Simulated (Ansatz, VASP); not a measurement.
Rh: VASP beside Ansatz

Contents of INCAR:

```
SYSTEM = Rh
PREC = Accurate ; ENCUT = 600
EDIFF = 1E-6 ; ISMEAR = 0
SIGMA = 0.1 ; LREAL = .FALSE.
LASPH = .TRUE. ; NELM = 80
ALGO = Normal ; ISIF = 3
LWAVE = .FALSE. ; LCHARG = .FALSE.
GGA = CA ; IBRION = 2
NSW = 100 ; EDIFFG = -0.005
```

KPOINTS

```
regular mesh
0
G
  20 20 20
  0 0 0
```

File POSCAR:

```
Rh
1.0
    0.0000000000      1.8787596527      1.8787596527
    1.8787596527      0.0000000000      1.8787596527
    1.8787596527      1.8787596527      0.0000000000
Rh
1
Direct
    0.0000000000      0.0000000000      0.0000000000
```

Input for Ansatz:

```yaml
crystal:
  lattice:
    - [0.0, 1.8787596536, 1.8787596536]
    - [1.8787596536, 0.0, 1.8787596536]
    - [1.8787596536, 1.8787596536, 0.0]
  atoms:
    - { symbol: Rh, position: [0.0, 0.0, 0.0] }
basis:
  ecutwfc: 420
kpoints:
  mp_grid: { grid: [20, 20, 20] }
hamiltonian:
  xc: lda
scf:
  occupations: { method: gaussian, width: 0.1 }
output:
  forces: true
  stress: true
  eigenvalues: true
  write_density: true
  write_potential: true
  elf: true
  volumetric_format: npy
relax:
  adjacent_minimum: "off"
  f_tol: 0.005
  max_steps: 80
  cell: { stress_tol: 0.05 }
```

Alike in both runs: task relaxation of cell and atoms; functional LDA; k mesh 20 × 20 × 20; occupations gaussian, width 0.1 eV; no spin polarisation.

```csv
,VASP,Ansatz
version,VASP 6.6.1,Ansatz 0.2.0
potentials or method,"VASP PAW LDA potentials, release 64 (Rh_pv)","scalar-relativistic, plane waves, PAW"
plane-wave cutoff (eV),600,420
valence electrons in the cell,15,17
```

Ansatz gave:

```
gap on the k mesh at the Fermi level, each at its own relaxed structure (eV) : none
relaxed volume (Å³/atom)                                                     : 13.22
relaxed cell length with the largest relative difference (Å)                 : 2.654
```

Question: Which values does VASP return?

Answer: gap on the k mesh at the Fermi level, each at its own relaxed structure (eV): none; relaxed volume (Å³/atom): 13.26; relaxed cell length with the largest relative difference (Å): 2.656.

A gap of «none» marks a metal or a gap that the smearing closes. The two sets of potentials don't hold the same shells in valence.
